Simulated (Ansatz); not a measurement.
# TiC: the order of phases at one pressure

Aim: bring TiC in several structures (rocksalt, CsCl, WC, NiAs) to one pressure and rank them by enthalpy. The pressure is set by scaling the first phase. Methods of the runs shown: LAPW. Companion runs by PAW are cited.

Computed with Ansatz 0.2.0 (DFT, PBE, all-electron LAPW, scalar-relativistic, unless a step's input says otherwise).

## Step 1: The structure to begin with

It takes space group Fm-3m (No. 225, cubic). The conventional cell has a = 4.333 Å, b = 4.333 Å, c = 4.333 Å, α = 90.00°, β = 90.00°, γ = 90.00°. Ti (site symmetry m-3m) has 6 C at 2.17 Å as nearest neighbours. C (site symmetry m-3m) has 6 Ti at 2.17 Å as nearest neighbours.

Coordinates:

```cif
data_structure
_symmetry_space_group_name_H-M 'P 1'
_symmetry_Int_Tables_number 1
_cell_length_a 3.0637
_cell_length_b 3.0637
_cell_length_c 3.0637
_cell_angle_alpha 60.000
_cell_angle_beta 60.000
_cell_angle_gamma 60.000
_cell_volume 20.33
loop_
_atom_site_label
_atom_site_type_symbol
_atom_site_fract_x
_atom_site_fract_y
_atom_site_fract_z
_atom_site_occupancy
Ti1 Ti 0.00000 0.00000 0.00000 1
C1 C 0.50000 0.50000 0.50000 1
```

Atoms are numbered in the order of the input: Ti1, C2.

## Step 2: Rocksalt relaxed under pressure, LAPW

File input.yaml:

```yaml
crystal:
  lattice:
    - [0.0, 2.1663529939, 2.1663529939]
    - [2.1663529939, 0.0, 2.1663529939]
    - [2.1663529939, 2.1663529939, 0.0]
  atoms:
    - { symbol: Ti, position: [0.0, 0.0, 0.0] }
    - { symbol: C, position: [0.5, 0.5, 0.5] }
kpoints:
  mp_grid: { grid: [15, 15, 15] }
scf:
  occupations: { method: fermi_dirac, width: 0.05 }
hamiltonian:
  xc: pbe
  pseudopotentials: { kind: all_electron, lapw: { basis_error: 0.0005 } }
output:
  forces: true
  stress: true
  eigenvalues: true
relax:
  f_tol: 0.005
  max_steps: 12
  cell: { p_target: 0.041, stress_tol: 0.03 }
```

Run with:

```
$ ansatz run input.yaml --threads 1 --pin off --max-ram 3584MiB --backend cpu --events-out ev --progress --plain --runs-dir out
```

Log (excerpt; [...] marks lines left out):

```text
[...]
LAPW: plane waves up to 9.669 Å⁻¹, error target 5.0e-4 eV per atom; small_component_spin mean_spin; C in spheres of 0.917 Å, 6 of its electrons in bands, Dirac shells []; Ti in spheres of 1.185 Å, 18 of its electrons in bands, Dirac shells []
[...]
Pseudopotentials: kind: all_electron
Pseudopotential: Ti, LAPW, valence charge 18, Koelling and Harmon's equation, gaussian nucleus
Pseudopotential: C, LAPW, valence charge 6, Koelling and Harmon's equation, gaussian nucleus
Functional definition: PBE
[...]
Crystal: 2 atoms, lattice volume = 20.334 Å³
Basis set: ecut = 356.1858417934535 eV, 331 PW (Γ), exchange–correlation at level 2
Bands: 16, of which v1, the nominal top of the filled ones, is band 12 counted from 1 (11 counted from 0)
Symmetry: 48 space group operations
Space group: Fm-3m (ITA 225), of the structure as read, at distance tolerance 2.7e-5 Å
k-points: 120 of 3375
[...]
SCF iter   1: F=—  HF=-24274.169288 eV  |F-HF|=—  |Δ(HF+E_count)|=         —  Δρ=1.62e-1  dr2=6.74e0  ethr=2.81e-2  ⟨swp⟩=2.0  Hψ=11983  notcnv=0
[...]
the basis was enlarged: its passes take 182.1 KiB over the memory plan, 1 of 1 planned eigensolver slots
[...]
relax step   1: F+E_penalty+E_count = -24271.86028179 eV  Δ(F+E_penalty+E_count) = +0.000e0 eV  max|allowed force component| = 6.738e-31 eV/Å  Δτ_max = 0.0000 Å  P = +0.014 GPa  Ω = 20.334 Å³  (9 SCF iters, accepted)
[...]
relax step   2: F+E_penalty+E_count = -24271.86028179 eV  Δ(F+E_penalty+E_count) = +2.183e-11 eV  max|allowed force component| = 1.282e-30 eV/Å  Δτ_max = 0.0000 Å  P = +0.014 GPa  Ω = 20.334 Å³  stress off target by 2.68e-2 GPa  SCF on the basis re-selected at this cell (its energy is not [...]
SCF converged after 2 iterations
Free energy (F): -24271.860282 eV
[...]
E sigma→0 (E₀):  -24271.858833 eV
Entropy (-TS):   -0.002897 eV (-1.449 meV/atom)
Fermi energy:    15.108380 eV
[...]
--- Forces (eV/Å), atoms counted from 1 ---
  atom   1  Ti    -0.00000000    -0.00000000     0.00000000
  atom   2  C      0.00000000    -0.00000000    -0.00000000
[...]
--- Stress (GPa, compression-positive) ---
        0.014230       0.000000       0.000000
        0.000000       0.014230       0.000000
        0.000000       0.000000       0.014230
  P = ⅓ Tr σ = 0.0142 GPa (0.142 kbar)
--- Band table (eV; the first three rows and the last of 120) ---
  k-point 0: bands = ["-423.0448", "-423.0448", "-423.0448", "-249.5350", "-41.4327", "-17.4688", "-17.4688", "-17.4688", "2.7238", "15.8167", "15.8167", "15.8167", "16.7926", "16.7926", "16.7926", "16.8397"]
[...]
--- Relaxed structure (1 steps of the walk, 1 accepted, 1 SCFs on fresh bases) ---
  F+E_penalty+E_count = -24271.86028179 eV   max|allowed force component| = 1.282e-30 eV/Å   (the final SCF, on the basis selected at the relaxed cell)
  cell:  # Å, volume = 20.3338 Å³
    - [0.0, 2.1663529939, 2.1663529939]
    - [2.1663529939, 0.0, 2.1663529939]
    - [2.1663529939, 2.1663529939, 0.0]
  atoms:
    - { symbol: Ti, position: [0.0, 0.0, 0.0] }
    - { symbol: C, position: [0.5, 0.5, 0.5] }
```

Run time: 16 s. Hardware: 1 thread of Intel Xeon Platinum 8488C (Sapphire Rapids), shared host; peak memory 0.47 GiB.

Step by step:

```tsv
step	energy from step 1 (eV/cell)	largest force component (eV/Å)	pressure (GPa)	volume (Å³)
1	0.0000	0.0000	0.01	20.33
2	0.0000	0.0000	0.01	20.33
```

Step 1 is the start. Step 2 repeats the geometry before on a plane-wave basis chosen anew for that cell, so the energy can jump there without any move; the table keeps such jumps.

| input's cell | before | after | change |
| --- | --- | --- | --- |
| a (Å) | 3.064 | 3.064 | +0.0 % |
| b (Å) | 3.064 | 3.064 | +0.0 % |
| c (Å) | 3.064 | 3.064 | +0.0 % |
| volume (Å³/atom) | 10.17 | 10.17 | +0.0 % |

In short: pressure 0.01 GPa; no gap.

## Step 3: CsCl relaxed under pressure, LAPW

input.yaml: that of step 2 with these lines changed.

```diff
@@ -2,5 +2,5 @@
   lattice:
-    - [0.0, 2.1663529939, 2.1663529939]
-    - [2.1663529939, 0.0, 2.1663529939]
-    - [2.1663529939, 2.1663529939, 0.0]
+    - [2.7105561008, 0.0, 0.0]
+    - [0.0, 2.7105561008, 0.0]
+    - [0.0, 0.0, 2.7105561008]
   atoms:
@@ -9,3 +9,3 @@
 kpoints:
-  mp_grid: { grid: [15, 15, 15] }
+  mp_grid: { grid: [14, 14, 14] }
 scf:
```

Run with:

```
$ ansatz run input.yaml --threads 1 --pin off --max-ram 3584MiB --backend cpu --events-out ev --progress --plain --runs-dir out
```

Log (excerpt; [...] marks lines left out):

```text
[...]
LAPW: plane waves up to 9.005 Å⁻¹, error target 5.0e-4 eV per atom; small_component_spin mean_spin; C in spheres of 0.990 Å, 6 of its electrons in bands, Dirac shells []; Ti in spheres of 1.287 Å, 12 of its electrons in bands, Dirac shells []
[...]
Pseudopotentials: kind: all_electron
Pseudopotential: Ti, LAPW, valence charge 12, Koelling and Harmon's equation, gaussian nucleus
Pseudopotential: C, LAPW, valence charge 6, Koelling and Harmon's equation, gaussian nucleus
Functional definition: PBE
[...]
Crystal: 2 atoms, lattice volume = 19.915 Å³
Basis set: ecut = 308.9746421325241 eV, 251 PW (Γ), exchange–correlation at level 2
Bands: 13, of which v1, the nominal top of the filled ones, is band 9 counted from 1 (8 counted from 0)
Symmetry: 48 space group operations
Space group: Pm-3m (ITA 221), of the structure as read, at distance tolerance 2.7e-5 Å
k-points: 120 of 2744
[...]
--- Stress (GPa, compression-positive) ---
        0.045960      -0.000000       0.000000
       -0.000000       0.045960       0.000000
        0.000000       0.000000       0.045960
  P = ⅓ Tr σ = 0.0460 GPa (0.460 kbar)
--- Band table (eV; the first three rows and the last of 120) ---
  k-point 0: bands = ["-249.4948", "-40.8168", "-16.7221", "-16.7221", "-16.7221", "2.8779", "14.3190", "14.3190", "17.3747", "17.3747", "17.3747", "19.1837", "19.1837"]
[...]
--- Relaxed structure (2 steps of the walk, 2 accepted, 1 SCFs on fresh bases) ---
  F+E_penalty+E_count = -24269.51632360 eV   max|allowed force component| = 1.479e-31 eV/Å   (the final SCF, on the basis selected at the relaxed cell)
  cell:  # Å, volume = 19.9182 Å³
    - [2.7107100595128575, -8.024708101613482e-36, 0.0]
    - [-8.024708101613482e-36, 2.7107100595128575, 0.0]
    - [0.0, 0.0, 2.7107100595128575]
  atoms:
    - { symbol: Ti, position: [7.854549544476363e-90, -1.5901334607104968e-38, -1.7346910480478148e-38] }
    - { symbol: C, position: [0.5, 0.5, 0.5] }
```

Run time: 20 s. Hardware: 1 thread of Intel Xeon Platinum 8488C (Sapphire Rapids), shared host; peak memory 0.44 GiB.

Relaxation path:

```tsv
step	energy from step 1 (eV/cell)	largest force component (eV/Å)	pressure (GPa)	volume (Å³)
1	0.0000	0.0000	0.08	19.91
2	0.0000	0.0000	0.04	19.92
3	0.0000	0.0000	0.05	19.92
```

Step 1 is the start. Step 3 repeats the geometry before on a plane-wave basis chosen anew for that cell, so the energy can jump there without any move; the table keeps such jumps.

| input's cell | before | after | change |
| --- | --- | --- | --- |
| a (Å) | 2.711 | 2.711 | +0.0 % |
| b (Å) | 2.711 | 2.711 | +0.0 % |
| c (Å) | 2.711 | 2.711 | +0.0 % |
| volume (Å³/atom) | 9.96 | 9.96 | +0.0 % |

In short: pressure 0.05 GPa; no gap.

## Step 4: WC relaxed under pressure, LAPW

File input.yaml:

```yaml
crystal:
  lattice:
    - [3.042343387, 0.0, 0.0]
    - [-1.5211716935, 2.6347466602, 0.0]
    - [0.0, 0.0, 2.6972023991]
  atoms:
    - { symbol: Ti, position: [0.0, 0.0, 0.0] }
    - { symbol: C, position: [0.3333333333, 0.6666666667, 0.5] }
kpoints:
  mp_grid: { grid: [15, 15, 14] }
scf:
  occupations: { method: fermi_dirac, width: 0.05 }
hamiltonian:
  xc: pbe
  pseudopotentials: { kind: all_electron, lapw: { basis_error: 0.0005 } }
output:
  forces: true
  stress: true
  eigenvalues: true
relax:
  f_tol: 0.005
  max_steps: 12
  cell: { p_target: 0.041, stress_tol: 0.03 }
```

Run with:

```
$ ansatz run input.yaml --threads 1 --pin off --max-ram 3584MiB --backend cpu --events-out ev --progress --plain --runs-dir out
```

Log (excerpt; [...] marks lines left out):

```text
[...]
LAPW: plane waves up to 9.469 Å⁻¹, error target 5.0e-4 eV per atom; small_component_spin mean_spin; C in spheres of 0.938 Å, 6 of its electrons in bands, Dirac shells []; Ti in spheres of 1.210 Å, 18 of its electrons in bands, Dirac shells []
[...]
Pseudopotentials: kind: all_electron
Pseudopotential: Ti, LAPW, valence charge 18, Koelling and Harmon's equation, gaussian nucleus
Pseudopotential: C, LAPW, valence charge 6, Koelling and Harmon's equation, gaussian nucleus
Functional definition: PBE
[...]
Crystal: 2 atoms, lattice volume = 21.620 Å³
Basis set: ecut = 341.628053038468 eV, 303 PW (Γ), exchange–correlation at level 2
Bands: 16, of which v1, the nominal top of the filled ones, is band 12 counted from 1 (11 counted from 0)
Symmetry: 12 space group operations
Space group: P-6m2 (ITA 187), of the structure as read, at distance tolerance 2.8e-5 Å
[...]
--- Stress (GPa, compression-positive) ---
        0.041974       0.000000       0.000000
        0.000000       0.041974       0.000000
        0.000000       0.000000       0.041472
  P = ⅓ Tr σ = 0.0418 GPa (0.418 kbar)
--- Band table (eV; the first three rows and the last of 216) ---
  k-point 0: bands = ["-424.0858", "-424.0858", "-423.9731", "-250.4658", "-42.5047", "-18.6699", "-18.6699", "-18.2239", "2.0041", "12.4095", "12.4095", "13.0419", "16.3041", "17.3495", "17.3495", "19.6870"]
[...]
--- Relaxed structure (2 steps of the walk, 2 accepted, 1 SCFs on fresh bases) ---
  F+E_penalty+E_count = -24270.50182458 eV   max|allowed force component| = 1.110e-16 eV/Å   (the final SCF, on the basis selected at the relaxed cell)
  cell:  # Å, volume = 21.6230 Å³
    - [3.04261033084746, 0.0, 0.0]
    - [-1.52130516542373, 2.6349778403308766, 0.0]
    - [0.0, 0.0, 2.697069115587556]
  atoms:
    - { symbol: Ti, position: [0.0, -3.7007434155248937e-17, 0.0] }
    - { symbol: C, position: [0.3333333333333333, 0.6666666666666666, 0.5] }
```

It took 55 s on 1 thread of Intel Xeon Platinum 8488C (Sapphire Rapids), shared host; peak memory 0.55 GiB.

Step by step:

```tsv
step	energy from step 1 (eV/cell)	largest force component (eV/Å)	pressure (GPa)	volume (Å³)
1	0.0000	0.0000	0.07	21.62
2	0.0000	0.0000	0.04	21.62
3	0.0000	0.0000	0.04	21.62
```

Step 1 is the start. Step 3 repeats the geometry before on a plane-wave basis chosen anew for that cell, so the energy can jump there without any move; the table keeps such jumps.

| input's cell | before | after | change |
| --- | --- | --- | --- |
| a (Å) | 3.042 | 3.043 | +0.0 % |
| b (Å) | 3.042 | 3.043 | +0.0 % |
| c (Å) | 2.697 | 2.697 | -0.0 % |
| volume (Å³/atom) | 10.81 | 10.81 | +0.0 % |

Result: pressure 0.04 GPa; no gap.

## Step 5: NiAs at the cell that PAW relaxed, LAPW

File input.yaml:

```yaml
crystal:
  lattice:
    - [3.0417344969, 0.0, 0.0]
    - [-1.5208672485, 2.6342193459, 0.0]
    - [0.0, 0.0, 5.380114748]
  atoms:
    - { symbol: Ti, position: [0.0, 0.0, 0.0] }
    - { symbol: Ti, position: [0.0, 0.0, 0.5] }
    - { symbol: C, position: [0.3333333333, 0.6666666667, 0.25] }
    - { symbol: C, position: [0.6666666667, 0.3333333333, 0.75] }
kpoints:
  mp_grid: { grid: [10, 10, 6] }
scf:
  occupations: { method: fermi_dirac, width: 0.05 }
hamiltonian:
  xc: pbe
  pseudopotentials: { kind: all_electron, lapw: { basis_error: 0.0005 } }
output:
  forces: true
  stress: true
  eigenvalues: true
  populations: true
```

Run with:

```
$ ansatz run input.yaml --threads 1 --pin off --max-ram 3584MiB --backend cpu --events-out ev --progress --plain --runs-dir out
```

Log (excerpt; [...] marks lines left out):

```text
Ti: projections on atomic orbitals take those of the free atom 1s2 2s2 2p6 3s2 3p6 3d2 4s2, of charge +0.00 (hamiltonian.pseudopotentials.projection_atoms)
C: projections on atomic orbitals take those of the free atom 1s2 2s2 2p2, of charge +0.00 (hamiltonian.pseudopotentials.projection_atoms)
LAPW: plane waves up to 9.225 Å⁻¹, error target 5.0e-4 eV per atom; small_component_spin mean_spin; C in spheres of 0.965 Å, 6 of its electrons in bands, Dirac shells []; Ti in spheres of 1.247 Å, 18 of its electrons in bands, Dirac shells []
[...]
Pseudopotentials: kind: all_electron
Pseudopotential: Ti, LAPW, valence charge 18, Koelling and Harmon's equation, gaussian nucleus
Pseudopotential: C, LAPW, valence charge 6, Koelling and Harmon's equation, gaussian nucleus
Functional definition: PBE
[...]
Crystal: 4 atoms, lattice volume = 43.109 Å³
[...]
SCF converged after 10 iterations
Free energy (F): -48541.962946 eV
[...]
E sigma→0 (E₀):  -48541.957867 eV
Entropy (-TS):   -0.010158 eV (-2.540 meV/atom)
Fermi energy:    13.946227 eV
[...]
--- Forces (eV/Å), atoms counted from 1 ---
  atom   1  Ti    -0.00000000     0.00000000     0.00000000
  atom   2  Ti     0.00000000     0.00000000    -0.00000000
  atom   3  C      0.00000000    -0.00000000     0.00000000
  atom   4  C     -0.00000000     0.00000000    -0.00000000
[...]
--- Stress (GPa, compression-positive) ---
        0.017220      -0.000000       0.000000
       -0.000000       0.017220      -0.000000
        0.000000      -0.000000       0.040208
  P = ⅓ Tr σ = 0.0249 GPa (0.249 kbar)
--- Band table (eV; the first three rows and the last of 56) ---
[...]
--- Löwdin populations: 4 sites ---
  site symbol       q [e]
     0     Ti     21.0926
     1     Ti     21.0926
     2      C      6.8586
     3      C      6.8586
  spilling = 0.001740 (of n_electrons = 56.000000)
```

Run time: 20 s. Hardware: 1 thread of Intel Xeon Platinum 8488C (Sapphire Rapids), shared host; peak memory 0.49 GiB.

This run gives: pressure 0.02 GPa; no gap.

## Step 6: Side by side

Rows by PAW come from runs of the same series that aren't printed here.

Enthalpy per atom, H = F + pV at p = 0.041 GPa, from each method's lowest phase:

```
             method     start  space group, start → end  volume (Å³/atom)  pressure (GPa)  enthalpy (meV/atom)
               LAPW  rocksalt             Fm-3m → Fm-3m            10.167             0.0                  0.0
               LAPW      CsCl             Pm-3m → Pm-3m             9.959             0.0               1171.9
               LAPW        WC             P-6m2 → P-6m2            10.811             0.0                679.4
LAPW, at PAW's cell      NiAs                  P6_3/mmc            10.777             0.0                439.6
                PAW  rocksalt             Fm-3m → Fm-3m            10.167             0.0                  0.0
                PAW      CsCl             Pm-3m → Pm-3m             9.957             0.0               1171.7
                PAW        WC             P-6m2 → P-6m2            10.810             0.1                678.8
                PAW      NiAs       P6_3/mmc → P6_3/mmc            10.777             0.0                439.3
```

## Step 7: Outcome

| quantity | value |
| --- | --- |
| pressure | 0.041 GPa |
| lowest (LAPW) | rocksalt, 439.6 meV/atom under NiAs |
| lowest (PAW) | rocksalt, 439.3 meV/atom under NiAs |

By LAPW the order is rocksalt < NiAs < WC < CsCl. By PAW the order is rocksalt < NiAs < WC < CsCl. The methods agree on the lowest phase. Only these structures were tried, with electrons smeared by 0.05 eV and without vibrations, so the true ground state may be another. The k meshes differ between phases and weren't tested, which can move differences by some meV.
